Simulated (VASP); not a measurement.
# SiC: convergence, relaxation of the cell

SiC, F-43m (no. 216), 2 atoms in the cell. HSEsol; PAW potentials Si, C (PBE set). VASP 6.6.1.

Wanted: cell volume within 0.2 %; lattice lengths within 0.1 %; shortest distances from each atom, periodic images included within 0.005 Å.

What the run is for: cell; Accuracy asked: standard.

The series start from Plane-wave cutoff (eV): 600; k-point mesh: 6 × 6 × 6; Relaxation passes: 2; Ionic threshold (EDIFFG): -0.005; FFT grid for exact exchange (PRECFOCK): Normal. Each series keeps the choices made before it, and each single choice may use up half of a tolerance. Times cover all steps of a run.

## Plane-wave cutoff (eV)

| Plane-wave cutoff (eV) | Cell volume (Å³) | Lattice lengths, largest deviation against the largest value | Shortest distances from each atom, periodic images included, largest deviation (Å) | Time (s) |
|---|---|---|---|---|
| 400 | 20.26 | 0.13 % | 0.0025 | 87 |
| 520 | 20.36 | 0.024 % | 0.0004 | 150 |
| 600 | 20.34 | 0.0026 % | 0.0000 | 181 |
| 720 (reference) | 20.34 | 0 % | 0.0000 | 254 |

Chosen: 520, the loosest value from which every tighter one stays within half of the tolerance.

## k-point mesh

| k-point mesh | Cell volume (Å³) | Lattice lengths, largest deviation against the largest value | Shortest distances from each atom, periodic images included, largest deviation (Å) | Time (s) |
|---|---|---|---|---|
| 4 × 4 × 4 | 20.38 | 0.046 % | 0.0009 | 29 |
| 6 × 6 × 6 | 20.36 | 0.0046 % | 0.0001 | 150 |
| 8 × 8 × 8 (reference) | 20.35 | 0 % | 0.0000 | 608 |

Chosen: 6 × 6 × 6.

## Relaxation passes

| Relaxation passes | Cell volume (Å³) | Lattice lengths, largest deviation against the largest value | Shortest distances from each atom, periodic images included, largest deviation (Å) | Time (s) |
|---|---|---|---|---|
| 1 | 20.36 | 0 % | 0.0000 | 118 |
| 2 (reference) | 20.36 | 0 % | 0.0000 | 150 |

Chosen: 1.

## Ionic threshold (EDIFFG)

| Ionic threshold (EDIFFG) | Cell volume (Å³) | Lattice lengths, largest deviation against the largest value | Shortest distances from each atom, periodic images included, largest deviation (Å) | Time (s) |
|---|---|---|---|---|
| -0.05 | 20.36 | 0 % | 0.0000 | 118 |
| -0.02 | 20.36 | 0 % | 0.0000 | 117 |
| -0.01 | 20.36 | 0 % | 0.0000 | 118 |
| -0.005 | 20.36 | 0 % | 0.0000 | 118 |
| -0.002 (reference) | 20.36 | 0 % | 0.0000 | 120 |

Chosen: -0.05.

## FFT grid for exact exchange (PRECFOCK)

| FFT grid for exact exchange (PRECFOCK) | Cell volume (Å³) | Lattice lengths, largest deviation against the largest value | Shortest distances from each atom, periodic images included, largest deviation (Å) | Time (s) |
|---|---|---|---|---|
| Fast | 20.36 | 0 % | 0.0000 | 46 |
| Normal | 20.36 | 0 % | 0.0000 | 118 |
| Accurate (reference) | 20.36 | 0 % | 0.0000 | 229 |

Chosen: Fast.

## All choices together

| Input | Cell volume (Å³) | Lattice lengths, largest deviation against the largest value | Shortest distances from each atom, periodic images included, largest deviation (Å) | Time (s) |
|---|---|---|---|---|
| the program's defaults (naive) | 20.26 | 0.13 % | 0.0025 | 24 |
| chosen settings | 20.36 | 0.028 % | 0.0005 | 46 |
| reference settings throughout | 20.34 | 0 % | 0.0000 | 3000 |

The tolerance is met.

Values of the reference run: Lattice lengths: 3.064, 3.064, 3.064 Å; Shortest distances from each atom, periodic images included: 1.876, 1.876, 1.876, 1.876, 1.876, 1.876, 1.876, 1.876 Å.

## The input

INCAR.step1:
```
SYSTEM = SiC
ISMEAR = 0
SIGMA = 0.03
LWAVE = .TRUE.
LCHARG = .FALSE.
PREC = Accurate
LASPH = .TRUE.
LREAL = .FALSE.
ALGO = Normal
EDIFF = 1E-5
NELM = 120
GGA_COMPAT = .FALSE.
ISIF = 2
ENCUT = 520
EFERMI = MIDGAP
GGA = PE
KPAR = 4
EDIFFG = -0.05
```

INCAR.step2, as INCAR.step1 but for:
```
- EDIFF = 1E-5
- ISIF = 2
- GGA = PE
+ GGA = PS
+ LHFCALC = .TRUE.
+ HFSCREEN = 0.2
+ NSW = 80
+ EDIFF = 1E-7
+ IBRION = 2
+ ISIF = 3
+ NELMIN = 4
+ PRECFOCK = Fast
```

INCAR.step3, as INCAR.step2 but for:
```
- LWAVE = .TRUE.
- NSW = 80
- IBRION = 2
- ISIF = 3
- EDIFFG = -0.05
- NELMIN = 4
+ LWAVE = .FALSE.
+ ISIF = 2
```

KPOINTS:
```
Automatic mesh
0
Gamma
  6 6 6
  0 0 0
```

POSCAR.step1:
```
SiC
1.0
    0.0000000000      2.1790000000      2.1790000000
    2.1790000000      0.0000000000      2.1790000000
    2.1790000000      2.1790000000      0.0000000000
Si C
1 1
Direct
    0.0000000000      0.0000000000      0.0000000000
    0.7500000000      0.7500000000      0.7500000000
```

Commands (each step's output is kept before the next begins):
```
cat potpaw_PBE.64/Si/POTCAR potpaw_PBE.64/C/POTCAR > POTCAR
cp INCAR.step1 INCAR
cp POSCAR.step1 POSCAR
mpirun -np 4 vasp_std > vasp.out
cp INCAR.step2 INCAR
mpirun -np 4 vasp_std > vasp.out
cp CONTCAR POSCAR
cp INCAR.step3 INCAR
mpirun -np 4 vasp_std > vasp.out
```

The chosen input took VASP 6.6.1 46 s on 4 cores (Intel Xeon 6975P-C (Granite Rapids)), a shared host.
